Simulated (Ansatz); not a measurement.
# Rhodium, bcc under revPBE: from relaxation to bulk modulus

What does revPBE give for rhodium in the bcc structure? We relax it, solve it on a dense k-mesh, then scale the cell to 7 volumes from 88 to 112 % of the relaxed one and try a fit of the equation of state. Spin polarisation is left out. The k-meshes are 15×15×15 for the relaxation; 23×23×23 for the dense run; 16×16×16 for the volumes.

This is Rh in the bcc structure; at room conditions it is fcc.

Computed with Ansatz 0.2.0 (DFT revPBE, plane waves (420 eV) with PAW, scalar-relativistic; PBE-made PAW files, unless a step says otherwise).

## (1) The system as given

It takes space group Im-3m (No. 229, cubic). The conventional cell has a = 3.019 Å, b = 3.019 Å, c = 3.019 Å, α = 90.00°, β = 90.00°, γ = 90.00°. Rh (site symmetry m-3m) is surrounded by 8 Rh at 2.61 Å.

Coordinates:

```
Rh
1.0
    -1.50926    1.50926    1.50926
     1.50926   -1.50926    1.50926
     1.50926    1.50926   -1.50926
Rh
1
Direct
  0.00000 0.00000 0.00000
```

## (2) Relaxation of the cell

input.yaml reads:

```yaml
crystal:
  lattice:
    - [-1.5092612352, 1.5092612352, 1.5092612352]
    - [1.5092612352, -1.5092612352, 1.5092612352]
    - [1.5092612352, 1.5092612352, -1.5092612352]
  atoms:
    - { symbol: Rh, position: [0.0, 0.0, 0.0] }
hamiltonian:
  xc: revpbe
  pseudopotentials:
    kind: paw
    azcp:
      Rh: "pseudopotentials/Rh.paw.azcp"
basis:
  ecutwfc: 420
  fft_grid_basis: typed
kpoints:
  mp_grid: { grid: [15, 15, 15], shift: [0, 0, 0] }
magnetization:
  spin_polarized: false
scf:
  occupations: { method: fermi_dirac, width: 0.1 }
relax:
  max_steps: 60
  f_tol: 0.01
  cell: {}
```

Run with:

```console
$ ansatz run input.yaml --threads 2 --pin off --max-ram 5120MiB --backend cpu --events-out ev --progress --plain --runs-dir out
```

The log of the run:

```text
Warning: RAYON_NUM_THREADS=2 ignored (pool sized by the plan → 2); use --threads N
Engine: ansatz 0.2.0, aarch64-unknown-linux-gnu
Pseudopotentials: kind: paw
Pseudopotential: Rh, paw, valence charge 17, recommended cutoff 420 eV (normal), <dir>
Functional definition: revPBE
  parameter kappa = 1.245
  parameter beta = 0.06672455060314922
  exchange = pbe_x(kappa = kappa, mu = beta*pi^2/3)
  correlation = pbe_c(beta = beta)
Crystal: 1 atoms, lattice volume = 13.752 Å³
Basis set: ecut = 420 eV, 249 PW (Γ), exchange–correlation on 36×36×36 points (8 copies of the dense FFT grid, shifted against one another)
Bands: 13, of which v1, the nominal top of the filled ones, is band 9 counted from 1 (8 counted from 0)
Symmetry: 48 space group operations
Space group: Im-3m (ITA 229), of the structure as read, at distance tolerance 2.4e-5 Å
k-points: 120 of 3375
Non-local potential: Rh, projectors of the file, l = 0: 3, l = 1: 2, l = 2: 2, l = 3: 1
PAW form: soft (Blöchl's): semilocal exchange-correlation on the pseudo side does not see the compensation charge
PAW frozen core: Rh, regenerated for the run's functional, and the local potential with it (the file was generated under x = pbe(κ = 0.804, μ = 0.2195149727645171), c = pbe(β = 0.06672455060314922))
PAW one-centre angular grid: Rh, 590 points (default); XC on 64 Gauss nodes
Initial density: superposition of atomic densities (neutral atoms: chi_scale 0, normalization atom), corrected by the library's trained network
Initial wavefunctions: pseudopotential atomic-orbital guess
Functional: x = revpbe(κ = 1.245, μ = 0.2195149727645171), c = pbe(β = 0.06672455060314922)
SCF iter   1: F=—  HF=-6407.862156 eV  |F-HF|=—  |Δ(HF+E_count)|=         —  Δρ=4.89e-3  dr2=1.94e-3  ethr=1.77e-3  ⟨swp⟩=4.9  Hψ=8582  notcnv=0
preconditioner: auto → none  [metal: Δε(μ)=0.033 eV  Ē_g=13.955 eV  σ=0.100 eV  W_gap=0.08  n_scr=0 (ndim 8)  ℏωp=30.0 eV  f_vac=0.000  D(μ)=2.20/eV (n_scr^D=42)]
SCF iter   2: F=—  HF=-6407.862099 eV  |F-HF|=—  |Δ(HF+E_count)|=   5.65e-5  Δρ=2.37e-3  dr2=2.74e-4  ethr=1.14e-5  ⟨swp⟩=2.4  Hψ=3251  notcnv=0
SCF iter   3: F=—  HF=-6407.862113 eV  |F-HF|=—  |Δ(HF+E_count)|=   1.36e-5  Δρ=1.22e-3  dr2=3.50e-5  ethr=1.61e-6  ⟨swp⟩=2.5  Hψ=2329  notcnv=0
SCF iter   4: F=—  HF=-6407.862170 eV  |F-HF|=—  |Δ(HF+E_count)|=   5.73e-5  Δρ=9.38e-5  dr2=3.07e-7  ethr=2.06e-7  ⟨swp⟩=2.3  Hψ=2392  notcnv=0
iter 5 did not close the SCF: its close was put off for the readings that it lacked (scf_convergence_deferred on its scf_iter line)
SCF iter   5: F=-6407.862171 eV  HF=-6407.862171 eV  |F-HF|=2.25e-10  |Δ(HF+E_count)|=   5.76e-7  Δρ=1.63e-5  dr2=7.64e-9  ethr=1.80e-9  ⟨swp⟩=2.0  Hψ=2418  notcnv=0
SCF iter   6: F=-6407.862171 eV  HF=-6407.862171 eV  |F-HF|=6.46e-11  |Δ(HF+E_count)|=   1.10e-9  Δρ=1.78e-6  dr2=1.32e-10  ethr=4.49e-11  ⟨swp⟩=1.7  Hψ=5018  notcnv=0
SCF 1 converged in 6 iterations: F = -6407.862171 eV  dr2 = 1.32e-10
relax step   1: F+E_penalty+E_count = -6407.86217073 eV  Δ(F+E_penalty+E_count) = +0.000e0 eV  max|allowed force component| = 0.000e0 eV/Å  Δτ_max = 0.0000 Å  P = +17.389 GPa  Ω = 13.752 Å³  (6 SCF iters, dr2 threshold 1.00e-7 eV, accepted)
Crystal: 1 atoms, lattice volume = 15.352 Å³
Basis set: ecut = 420 eV, 321 PW (Γ), exchange–correlation on 36×36×36 points (8 copies of the dense FFT grid, shifted against one another)
Initial density: handed on by an earlier stage of this run
Initial wavefunctions: those handed on with the density
iter 1 solved again at ethr=8.15e-5 eV; its pass at ethr=3.10e-3 eV (dr2=1.38e-2 eV) is discarded
SCF iter   1: F=—  HF=-6407.894682 eV  |F-HF|=—  |Δ(HF+E_count)|=         —  Δρ=9.62e-3  dr2=1.41e-2  ethr=8.15e-5  ⟨swp⟩=1.0  Hψ=10811  notcnv=0
preconditioner: auto → none  [metal: Δε(μ)=0.046 eV  Ē_g=12.824 eV  σ=0.100 eV  W_gap=0.11  n_scr=0 (ndim 8)  ℏωp=28.4 eV  f_vac=0.000  D(μ)=2.52/eV (n_scr^D=42)]
SCF iter   2: F=—  HF=-6407.892074 eV  |F-HF|=—  |Δ(HF+E_count)|=   2.61e-3  Δρ=5.22e-3  dr2=2.05e-3  ethr=8.15e-5  ⟨swp⟩=2.2  Hψ=2486  notcnv=0
SCF iter   3: F=—  HF=-6407.891641 eV  |F-HF|=—  |Δ(HF+E_count)|=   4.33e-4  Δρ=2.02e-3  dr2=2.27e-4  ethr=1.21e-5  ⟨swp⟩=2.4  Hψ=2260  notcnv=0
SCF iter   4: F=—  HF=-6407.891694 eV  |F-HF|=—  |Δ(HF+E_count)|=   5.32e-5  Δρ=1.56e-4  dr2=9.66e-7  ethr=1.33e-6  ⟨swp⟩=1.0  Hψ=1568  notcnv=0
SCF iter   5: F=—  HF=-6407.891697 eV  |F-HF|=—  |Δ(HF+E_count)|=   3.12e-6  Δρ=1.96e-5  dr2=1.05e-8  ethr=5.88e-10  ⟨swp⟩=4.2  Hψ=5248  notcnv=0
SCF iter   6: F=-6407.891697 eV  HF=-6407.891697 eV  |F-HF|=4.67e-10  |Δ(HF+E_count)|=   5.50e-9  Δρ=2.58e-6  dr2=7.10e-10  ethr=6.20e-11  ⟨swp⟩=1.9  Hψ=4949  notcnv=0
SCF 2 converged in 6 iterations: F = -6407.891697 eV  dr2 = 7.10e-10
relax step   2: F+E_penalty+E_count = -6407.89169693 eV  Δ(F+E_penalty+E_count) = -2.953e-2 eV  max|allowed force component| = 0.000e0 eV/Å  Δτ_max = 0.0000 Å  P = -8.382 GPa  Ω = 15.352 Å³  energy of the carried Pulay correction = -1.280e-3 eV  (6 SCF iters, dr2 threshold 1.00e-7 eV, accepted)
Crystal: 1 atoms, lattice volume = 14.792 Å³
iter 1 solved again at ethr=1.24e-5 eV; its pass at ethr=3.10e-3 eV (dr2=2.12e-3 eV) is discarded
SCF iter   1: F=—  HF=-6407.909825 eV  |F-HF|=—  |Δ(HF+E_count)|=         —  Δρ=3.44e-3  dr2=1.72e-3  ethr=1.24e-5  ⟨swp⟩=1.1  Hψ=10503  notcnv=0
preconditioner: auto → none  [metal: Δε(μ)=0.044 eV  Ē_g=13.160 eV  σ=0.100 eV  W_gap=0.11  n_scr=0 (ndim 8)  ℏωp=29.0 eV  f_vac=0.000  D(μ)=2.41/eV (n_scr^D=42)]
SCF iter   2: F=—  HF=-6407.909470 eV  |F-HF|=—  |Δ(HF+E_count)|=   3.54e-4  Δρ=1.76e-3  dr2=2.22e-4  ethr=1.01e-5  ⟨swp⟩=2.2  Hψ=2251  notcnv=0
SCF iter   3: F=—  HF=-6407.909416 eV  |F-HF|=—  |Δ(HF+E_count)|=   5.41e-5  Δρ=6.67e-4  dr2=2.28e-5  ethr=1.30e-6  ⟨swp⟩=2.6  Hψ=2393  notcnv=0
SCF iter   4: F=—  HF=-6407.909423 eV  |F-HF|=—  |Δ(HF+E_count)|=   6.94e-6  Δρ=5.27e-5  dr2=1.02e-7  ethr=1.34e-7  ⟨swp⟩=1.0  Hψ=1560  notcnv=0
SCF iter   5: F=-6407.909423 eV  HF=-6407.909423 eV  |F-HF|=1.38e-10  |Δ(HF+E_count)|=   1.54e-7  Δρ=6.89e-6  dr2=1.27e-9  ethr=5.88e-10  ⟨swp⟩=4.0  Hψ=4680  notcnv=0
SCF 3 converged in 5 iterations: F = -6407.909423 eV  dr2 = 1.27e-9
relax step   3: F+E_penalty+E_count = -6407.90942301 eV  Δ(F+E_penalty+E_count) = -1.773e-2 eV  max|allowed force component| = 0.000e0 eV/Å  Δτ_max = 0.0000 Å  P = -1.238 GPa  Ω = 14.792 Å³  energy of the carried Pulay correction = -8.483e-4 eV  (5 SCF iters, dr2 threshold 1.00e-7 eV, accepted)
Crystal: 1 atoms, lattice volume = 14.699 Å³
iter 1 solved again at ethr=2.65e-7 eV; its pass at ethr=3.10e-3 eV (dr2=4.50e-5 eV) is discarded
SCF iter   1: F=—  HF=-6407.909833 eV  |F-HF|=—  |Δ(HF+E_count)|=         —  Δρ=5.64e-4  dr2=4.51e-5  ethr=2.65e-7  ⟨swp⟩=2.0  Hψ=10108  notcnv=0
preconditioner: auto → none  [metal: Δε(μ)=0.043 eV  Ē_g=13.234 eV  σ=0.100 eV  W_gap=0.11  n_scr=0 (ndim 8)  ℏωp=29.1 eV  f_vac=0.000  D(μ)=2.39/eV (n_scr^D=42)]
SCF iter   2: F=—  HF=-6407.909825 eV  |F-HF|=—  |Δ(HF+E_count)|=   7.85e-6  Δρ=2.92e-4  dr2=5.88e-6  ethr=2.65e-7  ⟨swp⟩=2.2  Hψ=2268  notcnv=0
SCF iter   3: F=—  HF=-6407.909824 eV  |F-HF|=—  |Δ(HF+E_count)|=   1.28e-6  Δρ=1.13e-4  dr2=6.47e-7  ethr=3.46e-8  ⟨swp⟩=2.6  Hψ=2421  notcnv=0
SCF iter   4: F=-6407.909824 eV  HF=-6407.909824 eV  |F-HF|=3.24e-9  |Δ(HF+E_count)|=   1.43e-7  Δρ=1.01e-5  dr2=3.63e-9  ethr=5.88e-10  ⟨swp⟩=3.9  Hψ=4707  notcnv=0
SCF 4 converged in 4 iterations: F = -6407.909824 eV  dr2 = 3.63e-9
relax step   4: F+E_penalty+E_count = -6407.90982388 eV  Δ(F+E_penalty+E_count) = -4.009e-4 eV  max|allowed force component| = 0.000e0 eV/Å  Δτ_max = 0.0000 Å  P = +0.116 GPa  Ω = 14.699 Å³  energy of the carried Pulay correction = -7.751e-4 eV  (4 SCF iters, dr2 threshold 1.00e-7 eV, accepted)
Crystal: 1 atoms, lattice volume = 14.707 Å³
iter 1 solved again at ethr=1.86e-9 eV; its pass at ethr=3.10e-3 eV (dr2=3.16e-7 eV) is discarded
SCF iter   1: F=—  HF=-6407.909819 eV  |F-HF|=—  |Δ(HF+E_count)|=         —  Δρ=4.68e-5  dr2=3.24e-7  ethr=1.86e-9  ⟨swp⟩=2.0  Hψ=10089  notcnv=0
preconditioner: auto → none  [metal: Δε(μ)=0.043 eV  Ē_g=13.230 eV  σ=0.100 eV  W_gap=0.11  n_scr=0 (ndim 8)  ℏωp=29.0 eV  f_vac=0.000  D(μ)=2.39/eV (n_scr^D=42)]
SCF iter   2: F=—  HF=-6407.909820 eV  |F-HF|=—  |Δ(HF+E_count)|=   1.09e-6  Δρ=2.27e-5  dr2=4.09e-8  ethr=1.86e-9  ⟨swp⟩=2.2  Hψ=2275  notcnv=0
SCF iter   3: F=-6407.909820 eV  HF=-6407.909820 eV  |F-HF|=3.38e-10  |Δ(HF+E_count)|=   1.16e-8  Δρ=7.51e-6  dr2=2.90e-9  ethr=2.00e-10  ⟨swp⟩=3.9  Hψ=4496  notcnv=0
SCF 5 converged in 3 iterations: F = -6407.909820 eV  dr2 = 2.90e-9
relax step   5: F+E_penalty+E_count = -6407.90982045 eV  Δ(F+E_penalty+E_count) = +3.431e-6 eV  max|allowed force component| = 0.000e0 eV/Å  Δτ_max = 0.0000 Å  P = -0.002 GPa  Ω = 14.707 Å³  energy of the carried Pulay correction = -7.813e-4 eV  (3 SCF iters, dr2 threshold 3.39e-8 eV, accepted)
Initial wavefunctions: pseudopotential atomic-orbital guess (no wavefunctions were taken with the density)
iter 1 solved again at ethr=3.77e-8 eV; its pass at ethr=3.10e-3 eV (dr2=6.40e-6 eV) is discarded
SCF iter   1: F=—  HF=-6407.910038 eV  |F-HF|=—  |Δ(HF+E_count)|=         —  Δρ=1.09e-3  dr2=4.60e-6  ethr=3.77e-8  ⟨swp⟩=3.0  Hψ=12649  notcnv=0
preconditioner: auto → none  [metal: Δε(μ)=0.043 eV  Ē_g=13.229 eV  σ=0.100 eV  W_gap=0.11  n_scr=0 (ndim 8)  ℏωp=29.0 eV  f_vac=0.000  D(μ)=2.39/eV (n_scr^D=42)]
SCF iter   2: F=—  HF=-6407.910378 eV  |F-HF|=—  |Δ(HF+E_count)|=   3.41e-4  Δρ=5.45e-4  dr2=1.07e-6  ethr=2.71e-8  ⟨swp⟩=1.0  Hψ=1560  notcnv=0
SCF iter   3: F=—  HF=-6407.910484 eV  |F-HF|=—  |Δ(HF+E_count)|=   1.06e-4  Δρ=3.53e-5  dr2=9.11e-8  ethr=6.30e-9  ⟨swp⟩=2.3  Hψ=1977  notcnv=0
SCF iter   4: F=—  HF=-6407.910485 eV  |F-HF|=—  |Δ(HF+E_count)|=   1.89e-7  Δρ=9.63e-6  dr2=3.12e-9  ethr=5.36e-10  ⟨swp⟩=2.4  Hψ=2395  notcnv=0
SCF iter   5: F=—  HF=-6407.910485 eV  |F-HF|=—  |Δ(HF+E_count)|=   1.85e-8  Δρ=1.45e-6  dr2=5.10e-11  ethr=1.84e-11  ⟨swp⟩=2.9  Hψ=2684  notcnv=0
SCF iter   6: F=-6407.910485 eV  HF=-6407.910485 eV  |F-HF|=1.82e-12  |Δ(HF+E_count)|=  3.95e-10  Δρ=9.76e-8  dr2=2.96e-13  ethr=1.00e-12  ⟨swp⟩=5.0  Hψ=5806  notcnv=0
SCF 6 converged in 6 iterations: F = -6407.910485 eV  dr2 = 2.96e-13
relax step   6: F+E_penalty+E_count = -6407.91048453 eV  Δ(F+E_penalty+E_count) = -6.641e-4 eV  max|allowed force component| = 0.000e0 eV/Å  Δτ_max = 0.0000 Å  P = -0.031 GPa  Ω = 14.707 Å³  stress off target by 3.07e-2 GPa  SCF on the basis re-selected at this cell (its energy is not comparable with the rows above)  (6 SCF iters)
basis re-selected at this cell: Δ(F+E_penalty+E_count) = -6.641e-4 eV, ΔP = -0.029 GPa vs the last step (what re-selecting the basis moved, of the pressure what is left beyond the Pulay correction that the steps carried, after the strain that the cell walked since its last selection, with what the two solves' SCF thresholds leave and, on support functions, any second-order correction that the steps lacked; it is no measure of the basis error at this ecutwfc). This SCF's stress stands 3.07e-2 GPa from its target on what of the cell is left free (relax.cell.stress_tol is 5.00e-2 GPa) and its largest allowed force component is 0.00e0 eV/Å (relax.f_tol is 1.00e-2 eV/Å): within both
SCF converged after 6 iterations
Free energy (F): -6407.910485 eV
Harris-Foulkes:  -6407.910485 eV  (|F-HF|=1.82e-12)
Internal energy: -6407.833531 eV  (E = F + TS)
E sigma→0 (E₀):  -6407.872008 eV
Entropy (-TS):   -0.076954 eV (-76.954 meV/atom)
Fermi energy:    20.454846 eV
--- Per-component energies (eV) ---
  E_band       = -109.492645
  E_kinetic    = 572.524791
  E_local      = -1648.658271  (includes V_loc(G=0)·N_el)
  E_nonlocal   = 355.235529
  E_hartree    = 580.156477
  E_xc         = -221.344550
  E_vxc        = -277.537674  (∫ρ·V_xc dr)
  E_paw        = -3592.618776  (= ΣΔE_a)
  E_vpaw       = -271.370857  (= ΣTr[D̂ρ^β])
  E_aug_tail   = 0.000874  (compensation charges beyond the density's cutoff)
  E_ewald      = -2453.054744
  E_core_change = -0.074863  (= ΣΔE_core)
  E_smearing   = -0.076954  (= −TS)
  E_closure    = 0.000000  (closes the sum)
  Σ components = -6407.910485   (vs F -6407.910485, Δ=0.00e0)
--- Forces (eV/Å), atoms counted from 1 ---
  atom   1  Rh     0.00000000     0.00000000     0.00000000
  max |Σ_I F_I| component: 8.22e-33 eV/Å
--- Stress (GPa, compression-positive) ---
       -0.030652      -0.000000       0.000000
       -0.000000      -0.030652      -0.000000
        0.000000      -0.000000      -0.030652
  P = ⅓ Tr σ = -0.0307 GPa (-0.307 kbar)
--- Relaxed structure (5 steps of the walk, 5 accepted, 1 SCFs on fresh bases) ---
  F+E_penalty+E_count = -6407.91048453 eV   max|allowed force component| = 0.000e0 eV/Å   (the final SCF, on the basis selected at the relaxed cell)
  cell:  # Å, volume = 14.7074 Å³
    - [-1.5434491523441087, 1.5434491523441087, 1.5434491523441087]
    - [1.5434491523441087, -1.5434491523441087, 1.5434491523441087]
    - [1.5434491523441087, 1.5434491523441087, -1.5434491523441087]
  atoms:
    - { symbol: Rh, position: [0.0, 0.0, 0.0] }
```

Run time: 3.3 s. Hardware: 2 threads of Arm Neoverse V2, shared host; peak memory 0.27 GiB.

The walk, from the log:

| step | energy change (meV/atom) | largest force (eV/Å) | pressure (GPa) | volume (Å³/atom) |
| --- | --- | --- | --- | --- |
| 1 | 0.00 | 0.0000 | 17.39 | 13.752 |
| 2 | -29.53 | 0.0000 | -8.38 | 15.352 |
| 3 | -47.25 | 0.0000 | -1.24 | 14.792 |
| 4 | -47.65 | 0.0000 | 0.12 | 14.699 |
| 5 | -47.65 | 0.0000 | 0.00 | 14.707 |
| 6 | -48.31 | 0.0000 | -0.03 | 14.707 |

Steps that repeat a cell are solved on a basis chosen anew, so their changes of energy are no gain of the relaxation.

The cell of the run, before and after:

|  | before | after | change |
| --- | --- | --- | --- |
| a (Å) | 2.614 | 2.673 | +2.3 % |
| b (Å) | 2.614 | 2.673 | +2.3 % |
| c (Å) | 2.614 | 2.673 | +2.3 % |
| volume (Å³/atom) | 13.752 | 14.707 | +7.0 % |
| shortest distance (Å) | 2.614 | 2.673 | +2.3 % |
| space group (spins left aside) | Im-3m | Im-3m | same |

## (3) The energy on a finer k-mesh

input.yaml reads:

```yaml
crystal:
  lattice:
    - [-1.5434491523, 1.5434491523, 1.5434491523]
    - [1.5434491523, -1.5434491523, 1.5434491523]
    - [1.5434491523, 1.5434491523, -1.5434491523]
  atoms:
    - { symbol: Rh, position: [0.0, 0.0, 0.0] }
hamiltonian:
  xc: revpbe
  pseudopotentials:
    kind: paw
    azcp:
      Rh: "pseudopotentials/Rh.paw.azcp"
basis:
  ecutwfc: 420
  fft_grid_basis: typed
kpoints:
  mp_grid: { grid: [23, 23, 23], shift: [0, 0, 0] }
magnetization:
  spin_polarized: false
scf:
  occupations: { method: fermi_dirac, width: 0.1 }
```

Run with:

```console
$ ansatz run input.yaml --threads 2 --pin off --max-ram 5120MiB --backend cpu --events-out ev --progress --plain --runs-dir out
```

The log of the run, cut to the lines that bear on the results:

```text
Warning: RAYON_NUM_THREADS=2 ignored (pool sized by the plan → 2); use --threads N
[...]
[... 3 set-up lines as earlier in the session ...]
[...]
Crystal: 1 atoms, lattice volume = 14.707 Å³
Basis set: ecut = 420 eV, 321 PW (Γ)
Bands: 13, of which v1, the nominal top of the filled ones, is band 9 counted from 1 (8 counted from 0)
[... 1 set-up line as earlier in the session ...]
Space group: Im-3m (ITA 229), of the structure as read, at distance tolerance 2.5e-5 Å
k-points: 364 of 12167
[...]
SCF iter   1: F=—  HF=-6407.912667 eV  |F-HF|=—  |Δ(HF+E_count)|=         —  Δρ=5.73e-3  dr2=2.18e-3  ethr=1.77e-3  ⟨swp⟩=4.9  Hψ=25955  notcnv=0
[...]
SCF iter   6: F=-6407.912406 eV  HF=-6407.912406 eV  |F-HF|=8.82e-11  |Δ(HF+E_count)|=   1.52e-8  Δρ=1.78e-6  dr2=1.99e-10  ethr=4.71e-11  ⟨swp⟩=1.0  Hψ=13476  notcnv=0
[...]
SCF converged after 6 iterations
Free energy (F): -6407.912406 eV
[...]
E sigma→0 (E₀):  -6407.874452 eV
Entropy (-TS):   -0.075907 eV (-75.907 meV/atom)
Fermi energy:    20.447663 eV
[...]
```

Run time: 1.7 s. Hardware: 2 threads of Arm Neoverse V2, shared host; peak memory 0.31 GiB.

## (4) The cell scaled to 88 % of its volume

input.yaml reads:

```yaml
crystal:
  lattice:
    - [-1.4790625834, 1.4790625834, 1.4790625834]
    - [1.4790625834, -1.4790625834, 1.4790625834]
    - [1.4790625834, 1.4790625834, -1.4790625834]
  atoms:
    - { symbol: Rh, position: [0.0, 0.0, 0.0] }
hamiltonian:
  xc: revpbe
  pseudopotentials:
    kind: paw
    azcp:
      Rh: "pseudopotentials/Rh.paw.azcp"
basis:
  ecutwfc: 420
  fft_grid_basis: typed
kpoints:
  mp_grid: { grid: [16, 16, 16], shift: [0, 0, 0] }
magnetization:
  spin_polarized: false
scf:
  occupations: { method: fermi_dirac, width: 0.1 }
  lower_state_search: "off"
output:
  stress: true
  write_density: true
  write_potential: true
  elf: true
  volumetric_format: npy
```

Run with:

```console
$ ansatz run input.yaml --threads 2 --pin off --max-ram 5120MiB --backend cpu --events-out ev --progress --plain --runs-dir out
```

The log of the run, cut to the lines that bear on the results:

```text
Warning: RAYON_NUM_THREADS=2 ignored (pool sized by the plan → 2); use --threads N
[...]
[... 3 set-up lines as earlier in the session ...]
[...]
Crystal: 1 atoms, lattice volume = 12.943 Å³
Basis set: ecut = 420 eV, 249 PW (Γ)
Bands: 13, of which v1, the nominal top of the filled ones, is band 9 counted from 1 (8 counted from 0)
[... 1 set-up line as earlier in the session ...]
Space group: Im-3m (ITA 229), of the structure as read, at distance tolerance 2.3e-5 Å
k-points: 145 of 4096
[...]
SCF iter   1: F=—  HF=-6407.724307 eV  |F-HF|=—  |Δ(HF+E_count)|=         —  Δρ=5.63e-3  dr2=1.72e-3  ethr=1.77e-3  ⟨swp⟩=5.0  Hψ=10369  notcnv=0
[...]
SCF iter   6: F=-6407.724578 eV  HF=-6407.724578 eV  |F-HF|=1.82e-11  |Δ(HF+E_count)|=   2.72e-8  Δρ=1.07e-6  dr2=2.90e-11  ethr=7.99e-11  ⟨swp⟩=5.0  Hψ=9781  notcnv=0
[...]
SCF converged after 6 iterations
Free energy (F): -6407.724578 eV
[...]
E sigma→0 (E₀):  -6407.690784 eV
Entropy (-TS):   -0.067587 eV (-67.587 meV/atom)
Fermi energy:    24.047746 eV
[...]
--- Stress (GPa, compression-positive) ---
       38.685533       0.000000       0.000000
        0.000000      38.685533       0.000000
        0.000000       0.000000      38.685533
  P = ⅓ Tr σ = 38.6855 GPa (386.855 kbar)
--- Band table (eV; the first three rows and the last of 145) ---
  k-point 0: bands = ["-54.6653", "-22.0514", "-22.0514", "-22.0514", "15.8690", "20.7952", "20.7952", "20.7952", "23.5121", "23.5121", "42.3577", "42.3577", "42.3577"]
[...]
```

Run time: 1 s. Hardware: 2 threads of Arm Neoverse V2, shared host; peak memory 0.27 GiB.

Axes a, b and c in the maps are those of this run's conventional cell (a, b, c = 2.958, 2.958, 2.958 Å).

Density in a lattice plane of the grid's cell (edges 2.96 and 2.96 Å, at 0.000 of the third edge), which holds Rh.

Values in e/Å³, 12 rows by 12 columns:
```
12.53 10.21  5.98  2.17  0.70  0.34  0.27  0.34  0.70  2.17  5.97 10.22
 7.47  5.98  3.33  1.20  0.51  0.31  0.26  0.31  0.51  1.20  3.33  5.97
 2.76  2.17  1.20  0.57  0.36  0.28  0.26  0.28  0.36  0.57  1.20  2.17
 0.82  0.70  0.51  0.36  0.29  0.27  0.26  0.27  0.29  0.36  0.51  0.70
 0.36  0.34  0.31  0.28  0.27  0.27  0.27  0.27  0.27  0.28  0.31  0.34
 0.27  0.27  0.26  0.26  0.26  0.27  0.27  0.27  0.26  0.26  0.26  0.27
 0.36  0.34  0.31  0.28  0.27  0.27  0.27  0.27  0.27  0.28  0.31  0.34
 0.82  0.70  0.51  0.36  0.29  0.27  0.26  0.27  0.29  0.36  0.51  0.70
 2.76  2.17  1.20  0.57  0.36  0.28  0.26  0.28  0.36  0.57  1.20  2.17
 7.47  5.97  3.33  1.20  0.51  0.31  0.26  0.31  0.51  1.20  3.33  5.98
12.53 10.22  5.97  2.17  0.70  0.34  0.27  0.34  0.70  2.17  5.98 10.21
15.12 12.53  7.47  2.76  0.82  0.36  0.27  0.36  0.82  2.76  7.47 12.53
```
Columns run along the first of these edges and rows up along the second, over one cell in 12 and 12 even steps from the bottom left corner. Atoms in the plane (fractional): Rh at (0.00, 0.00).

ELF in the same plane.

Values, 12 rows by 12 columns:
```
0.77 0.75 0.68 0.50 0.28 0.23 0.24 0.23 0.28 0.50 0.68 0.75
0.73 0.68 0.55 0.35 0.23 0.23 0.25 0.23 0.23 0.35 0.55 0.68
0.57 0.50 0.35 0.22 0.21 0.24 0.25 0.24 0.21 0.22 0.35 0.50
0.31 0.28 0.23 0.21 0.23 0.24 0.25 0.24 0.23 0.21 0.23 0.28
0.23 0.23 0.23 0.24 0.24 0.24 0.24 0.24 0.24 0.24 0.23 0.23
0.24 0.24 0.25 0.25 0.25 0.24 0.24 0.24 0.25 0.25 0.25 0.24
0.23 0.23 0.23 0.24 0.24 0.24 0.24 0.24 0.24 0.24 0.23 0.23
0.31 0.28 0.23 0.21 0.23 0.24 0.25 0.24 0.23 0.21 0.23 0.28
0.57 0.50 0.35 0.22 0.21 0.24 0.25 0.24 0.21 0.22 0.35 0.50
0.73 0.68 0.55 0.35 0.23 0.23 0.25 0.23 0.23 0.35 0.55 0.68
0.77 0.75 0.68 0.50 0.28 0.23 0.24 0.23 0.28 0.50 0.68 0.75
0.77 0.77 0.73 0.57 0.31 0.23 0.24 0.23 0.31 0.57 0.73 0.77
```
Columns run along the first of these edges and rows up along the second, over one cell in 12 and 12 even steps from the bottom left corner. Atoms in the plane (fractional): Rh at (0.00, 0.00).

Both are smooth fields of the valence electrons: close to the nuclei they are not physical.

(Part 1 of 2 ends here.)
